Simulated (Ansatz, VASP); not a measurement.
**One calculation of HfC, two programs**

File INCAR:

```
SYSTEM = HfC
PREC = Accurate
ENCUT = 520
EDIFF = 1E-7
ISMEAR = 0
SIGMA = 0.15
LREAL = .FALSE.
LASPH = .TRUE.
NELM = 100
ALGO = Normal
ISIF = 2
LWAVE = .FALSE.
LCHARG = .FALSE.
GGA = PS
NBANDS = 14
```

The input KPOINTS:

```
regular mesh
0
G
  18 18 18
  0 0 0
```

File POSCAR:

```
HfC
1.0
    0.0000000000      2.3250000000      2.3250000000
    2.3250000000      0.0000000000      2.3250000000
    2.3250000000      2.3250000000      0.0000000000
Hf C
1 1
Direct
    0.5000000000      0.5000000000      0.5000000000
    0.0241935484     -0.0241935484      0.0241935484
```

Input for Ansatz:

```yaml
crystal:
  lattice:
    - [0.0, 2.325, 2.325]
    - [2.325, 0.0, 2.325]
    - [2.325, 2.325, 0.0]
  atoms:
    - { symbol: Hf, position: [0.5, 0.5, 0.5] }
    - { symbol: C, position: [0.0241935484, -0.0241935484, 0.0241935484] }
basis:
  ecutwfc: 420
kpoints:
  mp_grid: { grid: [18, 18, 18] }
hamiltonian:
  xc: pbesol
scf:
  occupations: { method: gaussian, width: 0.15 }
output:
  forces: true
  stress: true
  eigenvalues: true
```

Change from the starting cell: all C atoms moved +0.113 Å, as atom 2 along Cartesian [0 1 0].

Alike in both runs: task single point; functional PBEsol; k mesh 18 × 18 × 18; occupations gaussian, width 0.15 eV; no spin polarisation.

|  | VASP | Ansatz |
| --- | --- | --- |
| version | VASP 6.6.1 | Ansatz 0.2.0 |
| potentials or method | VASP PAW PBE potentials, release 64 (Hf_pv, C) | scalar-relativistic, plane waves, PAW |
| plane-wave cutoff (eV) | 520 | 420 |
| valence electrons in the cell | 14 | 30 |

```csv
,VASP,Ansatz,Ansatz less VASP
gap on the k mesh at the Fermi level (eV),none,none,-
pressure (GPa),-5.9,-5.4,+0.44
largest component of the traceless stress (GPa),2.52,2.45,-0.066
rms of the force components (eV/Å),0.478,0.481,+0.0032
```

Atom by atom the forces differ by 0.003 eV/Å (rms over components). A gap of «none» marks a metal or a gap that the smearing closes. The two sets of potentials don't hold the same shells in valence.

Caveats: the PAW data sets were made with another functional, which shifts forces and pressure a little (VASP). The runs have no spin-orbit coupling, so splittings on Hf are missing.
